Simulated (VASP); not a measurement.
# CdS (Fm-3m) in VASP: a series of runs

One crystal, CdS, is run at these levels: PBEsol; tasks: dielectric tensor.

Program: VASP 6.6.1. These are calculated values, not measurements. Logs are shortened: lines on timing, memory, paths and dates and some standing lists are left out, and cuts for length are marked.

### 1 The structure

Symmetry: Fm-3m, No. 225, cubic system. The conventional cell has a = 5.506 Å, b = 5.506 Å, c = 5.506 Å, α = 90.00°, β = 90.00°, γ = 90.00°. Cd (site symmetry m-3m) has 6 S at 2.75 Å as nearest neighbours. Around S (site symmetry m-3m) lie 6 Cd at 2.75 Å.

Measurements of this composition are mostly on another form, of space group No. 186.

### 2 Dielectric tensor, PBEsol

INCAR reads:

```
PREC = Accurate
ENCUT = 350
EDIFF = 1E-8
ISMEAR = 0
SIGMA = 0.01
LREAL = Auto
LASPH = T
NELM = 100
ALGO = Normal
ISIF = 2
LWAVE = F
LCHARG = F
GGA = PS
LEPSILON = T
```

KPOINTS reads:

```
regular mesh
0
Gamma
  8 8 8
```

POSCAR reads:

```
CdS
1.0
    0.0000000000      2.7532440000      2.7532440000
    2.7532440000      0.0000000000      2.7532440000
    2.7532440000      2.7532440000      0.0000000000
Cd S
1 1
Direct
    0.0000000000      0.0000000000      0.0000000000
    0.5000000000      0.5000000000      0.5000000000
```

Potentials or basis: VASP PAW PBE potentials, release 64 (Cd, S).

On the command line:

```console
$ cat potpaw_PBE.64/Cd/POTCAR potpaw_PBE.64/S/POTCAR > POTCAR
$ mpirun -np 1 vasp_std > vasp.out
```

OUTCAR:

```text
PREC = Accurate
   ENCUT = 350
   EDIFF = 1E-8
   ISMEAR = 0
   LREAL = Auto
   LASPH = T
   NELM = 100
   ISIF = 2
   GGA = PS
   LEPSILON = T

 Found     29 irreducible k-points:

 Following reciprocal coordinates:
            Coordinates               Weight
  0.000000  0.000000  0.000000      1.000000
  0.125000  0.000000  0.000000      8.000000
  0.250000  0.000000  0.000000      8.000000
  0.375000  0.000000  0.000000      8.000000
  0.500000  0.000000  0.000000      4.000000
  0.125000  0.125000  0.000000      6.000000
   k-points           NKPTS =     29   k-points in BZ     NKDIM =     29   number of bands    NBANDS=     13
   number of dos      NEDOS =    301   number of ions     NIONS =      2
   total plane-waves  NPLWV =  13824
   dimension x,y,z NGX =    24 NGY =   24 NGZ =   24
   dimension x,y,z NGXF=    48 NGYF=   48 NGZF=   48
   ions per type =               1   1
   NGX,Y,Z   is equivalent  to a cutoff of  10.25, 10.25, 10.25 a.u.
   NGXF,Y,Z  is equivalent  to a cutoff of  20.49, 20.49, 20.49 a.u.
 SYSTEM =  unknown system
   PREC   = accura    normal or accurate (medium, high low for compatibility)
   ISTART =      0    job   : 0-new  1-cont  2-samecut
   ICHARG =      2    charge: 1-file 2-atom 10-const
   ISPIN  =      1    spin polarized calculation?
   LNONCOLLINEAR =      F non collinear calculations
   LSORBIT =      F    spin-orbit coupling
   LASPH  =      T    aspherical Exc in radial PAW
   ENCUT  =  350.0 eV  25.72 Ry    5.07 a.u.   5.94  5.94  5.94*2*pi/ulx,y,z
   NELM   =    100;   NELMIN=  2; NELMDL= -5     # of ELM steps
   EDIFF  = 0.1E-07   stopping-criterion for ELM
   LREAL  =      T    real-space projection
   EDIFFG = 0.1E-06   stopping-criterion for IOM
   NSW    =      0    number of steps for IOM
   IBRION =     -1    ionic relax: 0-MD 1-quasi-New 2-CG
   NFREE  =      0    steps in history (QN), initial steepest desc. (CG)
   ISIF   =      2    stress and relaxation
   ISYM   =      2    0-nonsym 1-usesym 2-fastsym
   POTIM  = 0.5000    time-step for ionic-motion
   TEBEG  =    0.0;   TEEND  =   0.0 temperature during run
   PSTRESS=    0.0 pullay stress
   NELECT =      18.0000    total number of electrons
   NUPDOWN=      -1.0000    fix difference up-down
   EMIN   =  10.00;   EMAX   =-10.00  energy-range for DOS
   EFERMI =   0.00;   METHOD = LEGACY
   ISMEAR =     0;   SIGMA  =   0.01  broadening in eV -4-tet -1-fermi 0-gaus
   EFERMI_NEDOS =   21; number of points for ismear=-14 and -15
   IALGO  =     38    algorithm
   IMIX   =      4    mixing-type and parameters
     AMIX     =   0.40;   BMIX     =  1.00
     AMIX_MAG =   1.60;   BMIX_MAG =  1.00
  volume/ion in A,a.u.               =      20.87       140.84
  Fermi-wavevector in a.u.,A,eV,Ry     =   1.236833  2.337275 20.813583  1.529755
  Thomas-Fermi vector in A             =   2.371425
   LORBIT       =      0    0 simple, 1 ext, 2 COOP (PROOUT), +10 PAW based schemes
   GGA     = PS    functional components
   LHFCALC =     F    Hartree Fock is set to
   AEXX    =    0.0000 exact exchange contribution
   IVDW    =     0    specifies the selected vdW correction
   LEPSILON=     T    determine dielectric tensor
   LRPA    =     F    only Hartree local field effects (RPA)
 non-spin polarized calculation
 Gauss-broadening in eV      SIGMA  =   0.01
  energy-cutoff  :      350.00
  volume of cell :       41.74
 maximum number of plane-waves:       636
   NGX = 11   NGY = 11   NGZ = 11

--------------------------------------- Ionic step        1  -------------------------------------------

 number of electron      18.0000013 magnetization

 E-fermi :   2.6666     XC(G=0): -10.5089

 val. band max:        2.6201907897   @ k =   0.5000   0.0000   0.0000
 cond. band min:       2.7451963434   @ k =   0.5000   0.5000   0.0000
 fundamental gap:      0.1250055536
 Fermi energy:         2.6666441824

 k-point     1 :       0.0000    0.0000    0.0000
  band No.  band energies     occupation
      1     -10.0663      2.00000
      2      -4.9267      2.00000
      3      -4.9267      2.00000
      4      -4.9243      2.00000
      5      -4.9243      2.00000
      6      -4.9243      2.00000
      7       1.9080      2.00000
      8       1.9080      2.00000
      9       1.9080      2.00000
     10       3.3186      0.00000
     11      11.7686      0.00000
     12      11.7686      0.00000
     13      11.7686      0.00000

 k-point     2 :       0.1250    0.0000    0.0000
  band No.  band energies     occupation
      1      -9.9350      2.00000
      2      -4.9720      2.00000
      3      -4.9720      2.00000
      4      -4.9387      2.00000
      5      -4.8964      2.00000
      6      -4.8964      2.00000
      7       0.7160      2.00000
      8       2.0010      2.00000
      9       2.0010      2.00000
     10       4.4989      0.00000
     11      10.5226      0.00000
     12      11.4110      0.00000
     13      11.4110      0.00000

 k-point     3 :       0.2500    0.0000    0.0000
  band No.  band energies     occupation
      1      -9.5833      2.00000
      2      -5.0776      2.00000
      3      -5.0776      2.00000
      4      -4.9933      2.00000
      5      -4.8264      2.00000
      6      -4.8264      2.00000
      7      -0.7615      2.00000
      8       2.2378      2.00000
      9       2.2378      2.00000
     10       5.7624      0.00000
     11       9.3139      0.00000
     12       9.9753      0.00000
     13       9.9754      0.00000

 k-point     4 :       0.3750    0.0000    0.0000
  band No.  band energies     occupation
      1      -9.1615      2.00000
      2      -5.1790      2.00000
      3      -5.1790      2.00000
      4      -5.1006      2.00000
      5      -4.7552      2.00000
      6      -4.7552      2.00000
      7      -1.8190      2.00000
      8       2.5003      2.00000
      9       2.5003      2.00000
     10       6.0775      0.00000
     11       8.8452      0.00000
     12       8.8452      0.00000
     13       9.1036      0.00000

 k-point     5 :       0.5000    0.0000    0.0000
  band No.  band energies     occupation
      1      -8.9555      2.00000
      2      -5.2197      2.00000
      3      -5.2197      2.00000
      4      -5.1758      2.00000
      5      -4.7252      2.00000
      6      -4.7252      2.00000
      7      -2.2002      2.00000
      8       2.6202      2.00000
      9       2.6202      2.00000
     10       5.9891      0.00000
     11       8.4274      0.00000
     12       8.4274      0.00000
     13       9.2070      0.00000

 k-point     6 :       0.1250    0.1250    0.0000
  band No.  band energies     occupation
      1      -9.8978      2.00000
      2      -5.0203      2.00000
      3      -4.9468      2.00000
      4      -4.9113      2.00000
      5      -4.8962      2.00000
      6      -4.8962      2.00000
      7       0.8636      2.00000
      8       1.7263      2.00000
      9       1.7263      2.00000
     10       4.9138      0.00000
     11      10.4616      0.00000
     12      10.6706      0.00000
     13      11.4847      0.00000

 [... further k-points ...]

  FORCE on cell =-STRESS in cart. coord.  units (eV):
  Direction    XX          YY          ZZ          XY          YZ          ZX
  --------------------------------------------------------------------------------------
  -------------------------------------------------------------------------------------
  Total       -1.1511528     -1.1511528     -1.1511528      0.0000000      0.0000000     -0.0000000
  in kB      -44.1854692    -44.1854692    -44.1854692      0.0000000      0.0000000     -0.0000000
  external PRESSURE =     -44.1854692 kB  Pullay stress =       0.0000000 kB

 VOLUME and BASIS-vectors are now :
 -----------------------------------------------------------------------------
  energy-cutoff  :      350.00
  volume of cell :       41.74
      direct lattice vectors                 reciprocal lattice vectors
     0.000000000  2.753244000  2.753244000    -0.181603955  0.181603955  0.181603955
     2.753244000  0.000000000  2.753244000     0.181603955 -0.181603955  0.181603955
     2.753244000  2.753244000  0.000000000     0.181603955  0.181603955 -0.181603955

 POSITION                                       TOTAL-FORCE (eV/Angst)
 -----------------------------------------------------------------------------------
      0.00000      0.00000      0.00000         0.000000      0.000000     -0.000000
      2.75324      2.75324      2.75324         0.000000      0.000000      0.000000
 -----------------------------------------------------------------------------------
    total drift:                                0.000000     -0.000000     -0.000000

  FREE ENERGIE OF THE ION-ELECTRON SYSTEM (eV)
  ---------------------------------------------------
  free  energy   TOTEN  =        -6.6169754830 eV

  energy  without entropy=       -6.6169754830  energy(sigma->0) =       -6.61697548

 HEAD OF MICROSCOPIC STATIC DIELECTRIC TENSOR (INDEPENDENT PARTICLE, excluding Hartree and local field effects)
 ------------------------------------------------------
          10.597556    -0.000000     0.000000
          -0.000000    10.597556     0.000000
          -0.000000    -0.000000    10.597556
 ------------------------------------------------------

 Free energy of the ion-electron system (eV)
  ---------------------------------------------------
  ---------------------------------------------------
  free energy    TOTEN  =        -1.10897776 eV

  energy without entropy =       -1.10897776

------------------------ aborting loop because EDIFF is reached ----------------------------------------

--------------------------------------- Ionic step        2  -------------------------------------------

------------------------ aborting loop because EDIFF is reached ----------------------------------------

--------------------------------------- Ionic step        3  -------------------------------------------

 Free energy of the ion-electron system (eV)
  ---------------------------------------------------
  ---------------------------------------------------
  free energy    TOTEN  =        -1.10897763 eV

  energy without entropy =       -1.10897763

------------------------ aborting loop because EDIFF is reached ----------------------------------------

 PIEZOELECTRIC TENSOR FIELD DIRECTION 3  (e Angst)
 -----------------------------------------------------------------------------
     0.00030  0.00000  0.00000           ( -0.00000  0.00000  0.00000)
     0.00000  0.00030  0.00000           (  0.00000 -0.00000  0.00000)
     0.00000  0.00000 -0.00303           (  0.00000  0.00000  0.00002)

 PIEZOELECTRIC TENSOR FIELD DIRECTION 3  (C/m^2)
 -----------------------------------------------------------------------------
     0.00012  0.00000  0.00000
     0.00000  0.00012  0.00000
     0.00000  0.00000 -0.00116

 MACROSCOPIC STATIC DIELECTRIC TENSOR (including local field effects in DFT)
 ------------------------------------------------------
          10.161350     0.000000    -0.000000
           0.000000    10.161350    -0.000000
           0.000000     0.000000    10.161350
 ------------------------------------------------------

 PIEZOELECTRIC TENSOR (including local field effects)  for field in x, y, z        (e  Angst)
          XX          YY          ZZ          XY          YZ          ZX
  --------------------------------------------------------------------------------
  x     0.00000     0.00000     0.00000     0.00000     0.00000     0.00000
  y     0.00000     0.00000     0.00000     0.00000     0.00000     0.00000
  z     0.00000     0.00000     0.00000     0.00000     0.00000     0.00000

 PIEZOELECTRIC TENSOR (including local field effects)  for field in x, y, z        (C/m^2)
          XX          YY          ZZ          XY          YZ          ZX
  --------------------------------------------------------------------------------
  x     0.00000     0.00000     0.00000     0.00000     0.00000     0.00000
  y     0.00000     0.00000     0.00000     0.00000     0.00000     0.00000
  z     0.00000     0.00000     0.00000     0.00000     0.00000     0.00000

 BORN EFFECTIVE CHARGES (including local field effects) (in |e|, cummulative output)
 ---------------------------------------------------------------------------------
 ion    1
    1     3.05157     0.00000     0.00000
    2    -0.00000     3.05157     0.00000
    3     0.00000    -0.00000     3.05157
 ion    2
    1    -3.05157    -0.00000    -0.00000
    2     0.00000    -3.05157    -0.00000
    3    -0.00000     0.00000    -3.05157
```

Wall time 73 s (1 thread of AMD EPYC 9R45 (Zen 5), shared host); peak memory 0.15 GiB.

The run converged, but some of its settings lie outside the range that counts as converged, so its numbers aren't taken as properties of the crystal.

Results:

| Property | Result |
| --- | --- |
| Band gap on the k mesh | 0.12 eV, indirect (least direct gap 1.41 eV) |
| Electronic dielectric tensor (diagonal) | 10.16 |
| Born charges (mean of the diagonal) | Cd +3.05; S -3.05 e |

Caveat: the gap is small at this level, which inflates the dielectric constant; the PAW data sets were made with another functional, which shifts forces and pressure a little.

[end of part 1 of 3]
